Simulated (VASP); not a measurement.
Wanted: the native input for a VASP 6.6.1 run.

- Task: work function
- Functional: PBE
- Potentials or basis: VASP PAW PBE potentials, release 64 (Ta_pv, N)
- Cutoff: 520 eV
- k mesh: 10 × 10 × 1
- Occupations: gaussian, width 0.05 eV
- Spin: no spin polarisation
- Dipole correction: yes
- Further INCAR settings: ALGO = Normal; EDIFF = 1e-06

The structure of TaN lies in POSCAR:

```
TaN
1.0
    3.0815713524      0.0000000000      0.0000000000
   -1.5407856762      2.6687190748      0.0000000000
    0.0000000000      0.0000000000     26.3224161291
Ta N
5 5
Direct
    0.3333333333      0.6666666667      0.2849282514
    0.0000000000      0.0000000000      0.3805156952
    0.6666666667      0.3333333333      0.4761031390
    0.3333333333      0.6666666667      0.5716905829
    0.0000000000      0.0000000000      0.6672780267
    0.6666666667      0.3333333333      0.3327219733
    0.3333333333      0.6666666667      0.4283094171
    0.0000000000      0.0000000000      0.5238968610
    0.6666666667      0.3333333333      0.6194843048
    0.3333333333      0.6666666667      0.7150717486
```

The cell isn't the ideal one: the (1 1 1) slab of TaN, cut from the database cell, not relaxed.

One way to write it, as run:

INCAR

```
ALGO = Normal
DIPOL = 0.5 0.5 0.500
EDIFF = 1E-6
ENCUT = 520
GGA = PE
IDIPOL = 3
ISIF = 2
ISMEAR = 0
LASPH = True
LCHARG = True
LDIPOL = True
LELF = True
LREAL = False
LVACPOTAV = True
LVHAR = True
LWAVE = False
NELM = 80
PREC = Accurate
SIGMA = 0.05
```

KPOINTS

```
k-points
0
Gamma
  10 10 1
```

Potentials or basis: VASP PAW PBE potentials, release 64 (Ta_pv, N).

Run with:

```console
$ cat potpaw_PBE.64/Ta_pv/POTCAR potpaw_PBE.64/N/POTCAR > POTCAR
$ mpirun -np 1 vasp_std > vasp.out
```

Results of the run:

```yaml
Largest_force: 5.683 eV/Å
Band_gap_on_the_k_mesh: none (metal or under the smearing width)
Work_function_of_the_upper_face: 7.37 eV
Work_function_of_the_lower_face: 4.99 eV
```

Run time: 7.4 min on 1 thread of Intel(R) Xeon(R) Platinum 8488C (Sapphire Rapids) (shared host), peak memory 0.37 GiB.
